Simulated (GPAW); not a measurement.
Crystal: NiO.

```xyz
2
Lattice="0.0000 2.0859 2.0859 2.0859 0.0000 2.0859 2.0859 2.0859 0.0000" Properties=species:S:1:pos:R:3 pbc="T T T"
Ni    0.0000    0.0000    0.0000
O     2.0859    2.0859    2.0859
```

```yaml
Program: GPAW 26.7.0
Task: relaxation of cell and atoms
Functional: PBEsol
Potentials_or_basis: PAW data sets generated in the run's folder for this functional
Cutoff: 800 eV
Basis: pw
k_mesh: 9 × 9 × 9
Occupations: fermi-dirac, width 0.05 eV
Spin: collinear spin, ferromagnetic start
Starting_moments: "[1.0, 0.0] μB"
```

At the start: pressure -4.5 GPa; volume 9.08 Å³/atom.

**Question.** Where does the relaxation end?

**Answer.** Over 4 steps the energy falls by 3.5 meV/atom and the volume is 8.87 Å³/atom (-2.3 %); space group Fm-3m (No. 225, to 0.05 Å); moment 1.09 μB per cell.

The path:
```
step  energy change (eV)  largest force (eV/Å)  pressure (GPa)  volume (Å³)
   1              0.0000                0.0000           -4.49        18.15
   2             -0.0028                0.0000           -3.65        18.05
   3             -0.0067                0.0000            1.04        17.64
   4             -0.0069                0.0000           -0.06        17.73
```

Final structure:
```yaml
crystal:
  lattice:
    - [0.00000, 2.06967, 2.06967]
    - [2.06967, 0.00000, 2.06967]
    - [2.06967, 2.06967, 0.00000]
  atoms:
    - { symbol: Ni, position: [0.00000, 0.00000, 0.00000] }
    - { symbol: O, position: [0.50000, 0.50000, 0.50000] }
```

Caveat: each step starts from the last one's moments, so a moment once lost doesn't come back; the stock nickel data set gives pressures a few GPa off other programs; later steps reuse the first step's grids; a cell with one magnetic atom can't hold antiferromagnetic order, which such compounds often take.
